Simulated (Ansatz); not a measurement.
Born–Oppenheimer molecular dynamics of a periodic cell of 16 atoms, WC (start crystal WC, start structure P-6m2, volume 1.1 times the crystal's). It goes on from the last frame of an earlier run, with new velocities.

All numbers below come from Ansatz, DFT PBE, scalar-relativistic, plane waves, PAW. Settings: PAW set soft_1, cutoff 420 eV, k mesh 2x2x2, fermi-dirac smearing 0.002 eV, no spin polarisation.

| Property | Result |
| --- | --- |
| ensemble | NPT, Langevin |
| time step | 1 fs |
| steps asked | 200 |
| set temperature | 2450 K |
| friction | 0.005 /fs |
| pressure | 10 GPa |
| seed | 733337 |

Frames 2 fs apart, positions in Å.

Velocities at 80.0 fs (Å/ps):

```
W 0.64 -2.75 -0.20
C -1.78 16.00 -12.02
W 2.37 4.41 1.82
C 29.11 10.17 -9.03
W -5.37 -3.45 -3.36
C 4.83 6.42 -8.19
W -2.13 4.90 1.11
C -0.14 4.14 14.12
W 1.83 4.81 -4.88
C 6.48 -6.94 3.32
W -1.08 -3.82 1.16
C -5.53 -11.24 -3.06
W -4.04 2.10 -2.48
C -2.58 -15.04 -4.15
W -7.56 3.01 5.93
C 23.82 -2.25 7.53
```

```xyz
16
Lattice="-2.9075 -5.2066 0.0043 4.4202 -2.6373 -0.0205 -0.0222 0.0079 5.6973" Properties=species:S:1:pos:R:3 time_fs=80.0 energy_less_start_eV=-0.859 T=2328
W -0.275 -5.015 0.016
C 1.244 -4.423 1.509
W -0.180 -4.957 2.887
C 1.326 -3.827 4.199
W -1.699 -2.505 -0.181
C -0.201 -1.741 1.150
W -1.545 -2.393 2.697
C -0.066 -1.512 4.291
W 1.380 -2.421 0.072
C 3.014 -1.631 1.353
W 1.485 -2.413 2.716
C 2.876 -1.625 4.199
W -0.194 0.120 -0.148
C -1.599 -4.213 1.477
W 0.014 0.122 2.887
C -1.447 -4.005 4.117
16
Lattice="-2.9099 -5.2081 0.0079 4.4241 -2.6383 -0.0247 -0.0281 0.0073 5.6881" Properties=species:S:1:pos:R:3 time_fs=82.0 energy_less_start_eV=-0.753 T=2284
W -0.272 -5.022 0.016
C 1.237 -4.390 1.478
W -0.177 -4.950 2.886
C 1.383 -3.819 4.174
W -1.711 -2.513 -0.185
C -0.191 -1.726 1.137
W -1.554 -2.384 2.696
C -0.071 -1.509 4.304
W 1.384 -2.411 0.060
C 3.029 -1.644 1.353
W 1.481 -2.423 2.712
C 2.864 -1.647 4.181
W -0.203 0.125 -0.152
C -1.606 -4.247 1.470
W -0.004 0.127 2.894
C -1.411 -4.008 4.128
16
Lattice="-2.9125 -5.2078 0.0121 4.4285 -2.6384 -0.0295 -0.0348 0.0065 5.6789" Properties=species:S:1:pos:R:3 time_fs=84.0 energy_less_start_eV=-0.766 T=2337
W -0.269 -5.028 0.017
C 1.234 -4.348 1.442
W -0.173 -4.941 2.885
C 1.442 -3.826 4.151
W -1.723 -2.519 -0.189
C -0.184 -1.703 1.139
W -1.564 -2.375 2.695
C -0.078 -1.510 4.308
W 1.387 -2.400 0.048
C 3.038 -1.655 1.353
W 1.478 -2.432 2.709
C 2.854 -1.662 4.161
W -0.212 0.129 -0.154
C -1.615 -4.282 1.461
W -0.022 0.132 2.899
C -1.393 -4.010 4.144
16
Lattice="-2.9154 -5.2056 0.0163 4.4328 -2.6373 -0.0347 -0.0420 0.0058 5.6688" Properties=species:S:1:pos:R:3 time_fs=86.0 energy_less_start_eV=-0.821 T=2368
W -0.266 -5.032 0.019
C 1.230 -4.299 1.403
W -0.169 -4.931 2.884
C 1.497 -3.841 4.128
W -1.733 -2.524 -0.194
C -0.181 -1.673 1.149
W -1.573 -2.366 2.695
C -0.086 -1.515 4.306
W 1.390 -2.388 0.034
C 3.038 -1.663 1.353
W 1.473 -2.439 2.704
C 2.844 -1.669 4.143
W -0.222 0.135 -0.156
C -1.624 -4.317 1.448
W -0.042 0.137 2.904
C -1.388 -4.008 4.163
16
Lattice="-2.9172 -5.2009 0.0204 4.4377 -2.6362 -0.0405 -0.0497 0.0056 5.6594" Properties=species:S:1:pos:R:3 time_fs=88.0 energy_less_start_eV=-0.938 T=2346
W -0.261 -5.035 0.021
C 1.228 -4.247 1.364
W -0.164 -4.919 2.882
C 1.546 -3.869 4.111
W -1.743 -2.526 -0.198
C -0.179 -1.639 1.165
W -1.581 -2.356 2.696
C -0.099 -1.525 4.296
W 1.393 -2.376 0.018
C 3.034 -1.669 1.353
W 1.468 -2.445 2.700
C 2.832 -1.666 4.123
W -0.230 0.142 -0.157
C -1.630 -4.349 1.429
W -0.063 0.140 2.909
C -1.395 -4.009 4.181
16
Lattice="-2.9172 -5.1938 0.0233 4.4413 -2.6347 -0.0468 -0.0574 0.0067 5.6506" Properties=species:S:1:pos:R:3 time_fs=90.0 energy_less_start_eV=-1.104 T=2674
W -0.256 -5.035 0.021
C 1.228 -4.193 1.322
W -0.160 -4.906 2.876
C 1.585 -3.906 4.094
W -1.753 -2.526 -0.203
C -0.179 -1.601 1.193
W -1.588 -2.344 2.697
C -0.118 -1.535 4.276
W 1.395 -2.364 0.001
C 3.024 -1.673 1.360
W 1.461 -2.449 2.696
C 2.818 -1.651 4.109
W -0.238 0.149 -0.157
C -1.639 -4.370 1.404
W -0.084 0.144 2.914
C -1.412 -4.009 4.192
16
Lattice="-2.9152 -5.1845 0.0251 4.4427 -2.6326 -0.0523 -0.0637 0.0083 5.6421" Properties=species:S:1:pos:R:3 time_fs=92.0 energy_less_start_eV=-1.245 T=2852
W -0.248 -5.033 0.020
C 1.229 -4.135 1.276
W -0.153 -4.893 2.870
C 1.617 -3.951 4.081
W -1.762 -2.525 -0.207
C -0.180 -1.560 1.232
W -1.594 -2.331 2.699
C -0.137 -1.551 4.249
W 1.397 -2.351 -0.017
C 3.006 -1.674 1.370
W 1.454 -2.449 2.692
C 2.800 -1.624 4.099
W -0.246 0.157 -0.155
C -1.653 -4.380 1.379
W -0.107 0.149 2.918
C -1.435 -4.006 4.198
16
Lattice="-2.9121 -5.1737 0.0265 4.4434 -2.6303 -0.0583 -0.0702 0.0105 5.6335" Properties=species:S:1:pos:R:3 time_fs=94.0 energy_less_start_eV=-1.245 T=2839
W -0.238 -5.029 0.017
C 1.236 -4.080 1.232
W -0.144 -4.878 2.862
C 1.643 -3.996 4.068
W -1.769 -2.522 -0.212
C -0.181 -1.525 1.279
W -1.598 -2.318 2.700
C -0.152 -1.569 4.218
W 1.399 -2.339 -0.035
C 2.978 -1.675 1.380
W 1.446 -2.449 2.688
C 2.782 -1.587 4.092
W -0.254 0.164 -0.151
C -1.670 -4.383 1.357
W -0.131 0.155 2.922
C -1.466 -4.008 4.202
16
Lattice="-2.9077 -5.1629 0.0279 4.4432 -2.6286 -0.0637 -0.0761 0.0124 5.6265" Properties=species:S:1:pos:R:3 time_fs=96.0 energy_less_start_eV=-1.084 T=2891
W -0.227 -5.026 0.014
C 1.250 -4.033 1.191
W -0.133 -4.864 2.853
C 1.657 -4.040 4.059
W -1.776 -2.518 -0.214
C -0.184 -1.490 1.331
W -1.600 -2.304 2.703
C -0.166 -1.589 4.188
W 1.399 -2.328 -0.053
C 2.944 -1.677 1.390
W 1.437 -2.448 2.684
C 2.768 -1.549 4.090
W -0.261 0.172 -0.147
C -1.685 -4.377 1.339
W -0.153 0.160 2.928
C -1.500 -4.012 4.204
16
Lattice="-2.9018 -5.1501 0.0307 4.4424 -2.6268 -0.0681 -0.0819 0.0125 5.6200" Properties=species:S:1:pos:R:3 time_fs=98.0 energy_less_start_eV=-0.829 T=2850
W -0.215 -5.022 0.013
C 1.269 -3.990 1.156
W -0.120 -4.851 2.846
C 1.655 -4.085 4.051
W -1.782 -2.513 -0.215
C -0.188 -1.455 1.382
W -1.603 -2.290 2.707
C -0.177 -1.612 4.155
W 1.400 -2.319 -0.071
C 2.900 -1.681 1.399
W 1.426 -2.447 2.681
C 2.759 -1.505 4.089
W -0.267 0.180 -0.143
C -1.696 -4.358 1.325
W -0.175 0.163 2.932
C -1.534 -4.020 4.200
16
Lattice="-2.8948 -5.1370 0.0340 4.4405 -2.6253 -0.0722 -0.0875 0.0120 5.6153" Properties=species:S:1:pos:R:3 time_fs=100.0 energy_less_start_eV=-0.524 T=2712
W -0.202 -5.016 0.013
C 1.293 -3.953 1.128
W -0.107 -4.840 2.840
C 1.640 -4.122 4.037
W -1.785 -2.506 -0.213
C -0.195 -1.424 1.425
W -1.604 -2.276 2.714
C -0.192 -1.633 4.124
W 1.401 -2.311 -0.089
C 2.851 -1.685 1.401
W 1.414 -2.445 2.680
C 2.752 -1.462 4.091
W -0.273 0.189 -0.137
C -1.704 -4.333 1.319
W -0.197 0.168 2.936
C -1.565 -4.030 4.192
16
Lattice="-2.8882 -5.1238 0.0372 4.4389 -2.6234 -0.0762 -0.0930 0.0115 5.6129" Properties=species:S:1:pos:R:3 time_fs=102.0 energy_less_start_eV=-0.266 T=2617
W -0.189 -5.010 0.013
C 1.320 -3.924 1.103
W -0.094 -4.831 2.834
C 1.611 -4.144 4.019
W -1.787 -2.498 -0.210
C -0.205 -1.395 1.462
W -1.605 -2.264 2.723
C -0.205 -1.653 4.097
W 1.402 -2.304 -0.109
C 2.802 -1.683 1.393
W 1.401 -2.442 2.680
C 2.745 -1.418 4.095
W -0.279 0.196 -0.130
C -1.704 -4.303 1.315
W -0.218 0.173 2.940
C -1.591 -4.046 4.178
```

Of the whole run (200 fs, mean temperature of the second half 2560 K): The conserved energy stayed within 0.47 meV per atom of its start (net change -0.15 meV per atom), so the integration is sound. A run of 0.2 ps of so small a system gives no equilibrium averages. The smearing is very narrow for this mesh. Limits of this set-up: coarse k mesh. The cell's volume went from 174 to 171 Å³.

The run took 16 min on 1 thread of Arm Neoverse V2, with other jobs on the host, peak memory 0.56 GiB.
